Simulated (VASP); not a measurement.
Wanted: the native input for a VASP 6.6.1 run.

| Item | Value |
| --- | --- |
| Task | relaxation of cell and atoms |
| Functional | PBE |
| Dispersion | D3(BJ) |
| Potentials or basis | VASP PAW PBE potentials, release 64 (B) |
| Cutoff | 600 eV |
| k mesh | 9 × 9 × 8 |
| Occupations | gaussian, width 0.03 eV |
| Spin | no spin polarisation |
| Further INCAR settings | ALGO = Normal; EDIFF = 1e-06; IBRION = 2; EDIFFG = -0.01; NSW = 90; ISIF = 3 |

The structure of B lies in POSCAR:

```
B
1.0
    2.4589500000      1.4196754444      4.1935000000
   -2.4589500000      1.4196754444      4.1935000000
    0.0000000000     -2.8393508888      4.1935000000
B
12
Direct
    0.0101900000      0.6536100000      0.0101900000
    0.0101900000      0.0101900000      0.6536100000
    0.6536100000      0.0101900000      0.0101900000
    0.9898100000      0.3463900000      0.9898100000
    0.3463900000      0.9898100000      0.9898100000
    0.9898100000      0.9898100000      0.3463900000
    0.2211800000      0.6306000000      0.2211800000
    0.2211800000      0.2211800000      0.6306000000
    0.6306000000      0.2211800000      0.2211800000
    0.7788200000      0.3694000000      0.7788200000
    0.3694000000      0.7788200000      0.7788200000
    0.7788200000      0.7788200000      0.3694000000
```

The input as run:

INCAR

```
SYSTEM = B
ALGO = Normal
EDIFF = 1E-6
EDIFFG = -0.01
ENCUT = 600
GGA = PE
IBRION = 2
ISIF = 3
ISMEAR = 0
IVDW = 12
KPAR = 4
LASPH = .TRUE.
LCHARG = .FALSE.
LREAL = .FALSE.
LWAVE = .FALSE.
NELM = 80
NSW = 90
PREC = Accurate
SIGMA = 0.03
```

KPOINTS

```
k-points
0
G
  9 9 8
  0 0 0
```

Potentials or basis: VASP PAW PBE potentials, release 64 (B).

Launch:

```sh
$ cat potpaw_PBE.64/B/POTCAR > POTCAR
$ mpirun -np 4 vasp_std > vasp.out
```

It gave:

- Relaxed volume: 7.08 Å³/atom
- Relaxed cell: a = 5.013 Å, b = 5.013 Å, c = 5.013 Å, α = 58.00°, β = 58.00°, γ = 58.00°
- Space group after relaxing (to 0.05 Å): R-3m (No. 166)
- Energy gained by relaxing: 5.3 meV/atom
- Ionic steps: 8
- Pressure after relaxing: 0.0 GPa
- Band gap on the k mesh: 1.50 eV, indirect (least direct gap 1.72 eV)
- Dispersion energy per atom: -0.210 eV

Caveat: an odd mesh through Γ misses points on the zone boundary, where band edges often lie.

It took 7.7 min on 4 MPI ranks on Intel(R) Xeon(R) Platinum 8488C (Sapphire Rapids), with other jobs on the host, peak memory 0.49 GiB a rank.
